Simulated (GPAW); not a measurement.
Input of a GPAW 26.7.0 run:

run.py

```python
from ase import Atoms
from ase.filters import FrechetCellFilter
from ase.io import write
from ase.optimize import BFGS
from ase.units import GPa
from gpaw import GPAW, PW, setup_paths

setup_paths.insert(0, '.')

atoms = Atoms(['Al'],
              cell=[[0.0, 2.024805, 2.024805],
                    [2.024805, 0.0, 2.024805],
                    [2.024805, 2.024805, 0.0]],
              scaled_positions=[[0.0, 0.0, 0.0]],
              pbc=True)

calc = GPAW(mode=PW(600),
            xc='PBEsol',
            kpts={'size': (11, 11, 11), 'gamma': True},
            occupations={'name': 'fermi-dirac', 'width': 0.05},
            nbands=7,
            convergence={'density': 1e-05, 'forces': 0.0001},
            maxiter=150,
            txt='gpaw.txt')
atoms.calc = calc
opt = BFGS(FrechetCellFilter(atoms, scalar_pressure=30 * GPa), trajectory='relax.traj', logfile='-')
done = opt.run(fmax=0.02, steps=60)
calc.write('gs.gpw')
write('result.traj', atoms)
print('Converged:', done)
print('Cell:', atoms.cell.cellpar().round(4))
print('Volume:', round(atoms.get_volume(), 4))
print(atoms.get_scaled_positions().round(5))
```

Potentials or basis: PAW data sets generated in the run's folder for this functional, pw.

Launch:

```console
$ gpaw-setup -f PBEsol Al
$ OMP_NUM_THREADS=1 python run.py
```

(1) Predict the space group after relaxing (to 0.05 Å).

(2) Predict the relaxed cell.

## Answers

(1) Fm-3m (No. 225).

(2) a = 2.639 Å, b = 2.639 Å, c = 2.639 Å, α = 60.00°, β = 60.00°, γ = 60.00°.

Caveat: later steps reuse the first step's grids.
